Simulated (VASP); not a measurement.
Input of a VASP 6.6.1 run:

INCAR

```
SYSTEM = Ge
PREC     = Accurate       ! precision mode
ENCUT    = 520            ! plane-wave cutoff, eV
EDIFF    = 1E-7           ! SCF threshold, eV
ISMEAR   = 0              ! smearing method
SIGMA    = 0.025          ! smearing width, eV
LREAL    = .False.        ! projectors in reciprocal space
LASPH    = .True.         ! aspherical terms in the spheres
NELM     = 100            ! most SCF steps
ALGO     = Normal         ! electronic algorithm
ISIF     = 2              ! what is computed and relaxed
LWAVE    = .False.        ! write WAVECAR
LCHARG   = .False.        ! write CHGCAR
GGA      = PE             ! functional
NBANDS   = 21             ! bands
```

The input KPOINTS:

```
Automatic mesh
0
Gamma
  8 8 8
  0 0 0
```

POSCAR

```
Ge
1.0
    0.0000000000      2.8289100000      2.8289100000
    2.8289100000      0.0000000000      2.8289100000
    2.8289100000      2.8289100000      0.0000000000
Ge
2
Direct
    0.7500000000      0.7500000000      0.7500000000
    0.5000000000      0.5000000000      0.5000000000
```

Potentials or basis: VASP PAW PBE potentials, release 64 (Ge_d).

Run with:

```sh
$ cat potpaw_PBE.64/Ge_d/POTCAR > POTCAR
$ mpirun -np 1 vasp_std > vasp.out
```

Task: What does it give for the band gap on the k mesh?

Result: 0.03 eV, direct.

Task: Predict the pressure.

Result: 3.5 GPa.

**What was measured.**

“Electronic and optical properties of SixGe1-x-ySny alloys lattice-matched to Ge”, 2021, arxiv:2109.02782 reports, for a bulk crystal of Ge at 293 K: band gap 0.666 eV (indirect).

Against the measured gap of Ge, 0.666 eV (indirect; 293 K; “Electronic and optical properties of SixGe1-x-ySny alloys lattice-matched to Ge”, 2021, arxiv:2109.02782), the calculated 0.03 eV is off by -0.63 eV. 3 values of this kind are on record (0.666 to 0.807 eV); this one was drawn at random among those near their median. Spin-orbit coupling on Ge is left out. The value is that of PBE on a finite k mesh, which can miss the band edges, without temperature or zero-point motion. Semilocal functionals fall short of measured gaps as a rule.
